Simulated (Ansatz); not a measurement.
**Ga: electron density at the nuclei under pressure**

```yaml
crystal:
  lattice:
    - [-1.38440, 1.38440, 2.31122]
    - [1.38440, -1.38440, 2.31122]
    - [1.38440, 1.38440, -2.31122]
  atoms:
    - { symbol: Ga, position: [0.00000, 0.00000, 0.00000] }
```

Structure from Materials Project entry mp-140 (possibly hypothetical), not relaxed further.

Method: DFT, LDA, all-electron PAW with datasets made for the crystal, scalar-relativistic (Ansatz 0.2.0).

Sampling and basis: a Γ-centred 18×18×18 k mesh, Fermi–Dirac smearing of 0.05 eV, cutoff 240 eV (chosen by the program for this cell), no spin polarisation.

The contact density is the mean electron density over the nuclear volume; its changes follow the s electrons' response to bonding and compression. Changes below are taken from the unscaled cell, where it is 186563 e/Å³ at Ga.

```tsv
V/V(cell)	P (GPa)	Δρ(0) Ga (e/Å³)
0.9500	1.3	?
1.0000	-1.9	0.00
1.0500	-4.3	?
```

Question: Fill in "Δρ(0) Ga (e/Å³)" for the row "1.0500".

Answer: 1.33.

Question: Fill in "Δρ(0) Ga (e/Å³)" for the row "0.9500".

Answer: -1.40.

The datasets are made afresh for each cell, so very small changes are uncertain.
